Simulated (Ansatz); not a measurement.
Every step of a relaxation of Br (hcp type)

DFT, PBE, PAW with Ansatz's default frozen-core files, scalar-relativistic (Ansatz 0.2.0); a Γ-centred 18×18×10 k mesh, Fermi–Dirac smearing of 0.05 eV, no spin polarisation. The run relaxes cell and atoms at a target pressure of 230 GPa.

Command: `ansatz run input.yaml --threads 1 --pin off --max-ram 3584MiB --backend cpu --events-out ev --progress --plain --runs-dir out` It took 13 s on 1 thread of AMD EPYC 9R45 96-Core Processor (Zen 5), with other jobs on the host, peak memory 0.38 GiB.

```yaml
crystal:
  lattice:
    - [2.4863541273, 0.0, 0.0]
    - [-1.2431770636, 2.153245837, 0.0]
    - [0.0, 0.0, 4.0278936862]
  atoms:
    - { symbol: Br, position: [0.3333333333, 0.6666666667, 0.25] }
    - { symbol: Br, position: [0.6666666667, 0.3333333333, 0.75] }
kpoints:
  mp_grid: { grid: [18, 18, 10] }
scf:
  occupations: { method: fermi_dirac, width: 0.05 }
hamiltonian:
  xc: pbe
  pseudopotentials: { kind: paw }
output:
  forces: true
  stress: true
  eigenvalues: true
relax:
  f_tol: 0.005
  max_steps: 40
  cell: { p_target: 230.0, stress_tol: 0.115 }
```

Each step lists its enthalpy F + pV a cell above the last geometry, the pressure, the cell vectors (Å), and Cartesian positions (Å) with forces (eV/Å).

The first step:

```
step 1  dH = 32.86 meV  P = 230.5 GPa
  cell 2.4864 0.0000 0.0000  -1.2432 2.1532 0.0000  0.0000 0.0000 4.0279
  Br 0.0000 1.4355 1.0070   0.0000 0.0000 0.0000
  Br 1.2432 0.7177 3.0209   0.0000 0.0000 0.0000
```

The symmetry of the start is kept and no stability test is made, so the end need not be the stable phase.

Where does the relaxation end, and by which steps?

After 9 geometries, with conventional a, b, c = 2.438, 2.438, 4.187 Å, at 10.777 Å³/atom (-0.05 % against the start) in space group P6_3/mmc, with a shortest distance of 2.438 Å. The further steps:
```
step 2  dH = 10.19 meV  P = 229.2 GPa
  cell 2.4686 0.0000 0.0000  -1.2343 2.1379 0.0000  0.0000 0.0000 4.0883
  Br 0.0000 1.4253 1.0221   0.0000 0.0000 0.0000
  Br 1.2343 0.7126 3.0662   0.0000 0.0000 0.0000
step 3  dH = 7.34 meV  P = 233.0 GPa
  cell 2.4549 0.0000 0.0000  -1.2275 2.1260 0.0000  0.0000 0.0000 4.1130
  Br 0.0000 1.4174 1.0282   0.0000 0.0000 0.0000
  Br 1.2275 0.7087 3.0847   0.0000 0.0000 0.0000
step 4  dH = 0.78 meV  P = 230.1 GPa
  cell 2.4432 0.0000 0.0000  -1.2216 2.1159 0.0000  0.0000 0.0000 4.1684
  Br 0.0000 1.4106 1.0421   0.0000 0.0000 0.0000
  Br 1.2216 0.7053 3.1263   0.0000 0.0000 0.0000
step 5  dH = 42.24 meV  P = 230.5 GPa  (not accepted)
  cell 2.4024 0.0000 0.0000  -1.2012 2.0805 0.0000  0.0000 0.0000 4.3180
  Br 0.0000 1.3870 1.0795   0.0000 0.0000 0.0000
  Br 1.2012 0.6935 3.2385   0.0000 0.0000 0.0000
step 6  dH = 6.47 meV  P = 230.1 GPa  (not accepted)
  cell 2.4259 0.0000 0.0000  -1.2129 2.1008 0.0000  0.0000 0.0000 4.2307
  Br 0.0000 1.4006 1.0577   0.0000 0.0000 0.0000
  Br 1.2129 0.7003 3.1730   0.0000 0.0000 0.0000
step 7  dH = 0.08 meV  P = 229.9 GPa
  cell 2.4397 0.0000 0.0000  -1.2199 2.1129 0.0000  0.0000 0.0000 4.1813
  Br 0.0000 1.4086 1.0453   0.0000 0.0000 0.0000
  Br 1.2199 0.7043 3.1360   0.0000 0.0000 0.0000
step 8  dH = 0.00 meV  P = 229.9 GPa
  cell 2.4380 0.0000 0.0000  -1.2190 2.1114 0.0000  0.0000 0.0000 4.1874
  Br 0.0000 1.4076 1.0468   0.0000 0.0000 0.0000
  Br 1.2190 0.7038 3.1405   0.0000 0.0000 0.0000
step 9  dH = 0.00 meV  P = 230.0 GPa
  cell 2.4381 0.0000 0.0000  -1.2190 2.1114 0.0000  0.0000 0.0000 4.1868
  Br 0.0000 1.4076 1.0467   0.0000 0.0000 0.0000
  Br 1.2190 0.7038 3.1401   0.0000 0.0000 0.0000
step 10  dH = 0.03 meV  P = 230.0 GPa  (same geometry on a basis chosen anew; earlier energies don't compare to the last digit)
  cell 2.4381 0.0000 0.0000  -1.2190 2.1114 0.0000  0.0000 0.0000 4.1868
  Br 0.0000 1.4076 1.0467   0.0000 0.0000 0.0000
  Br 1.2190 0.7038 3.1401   0.0000 0.0000 0.0000
```
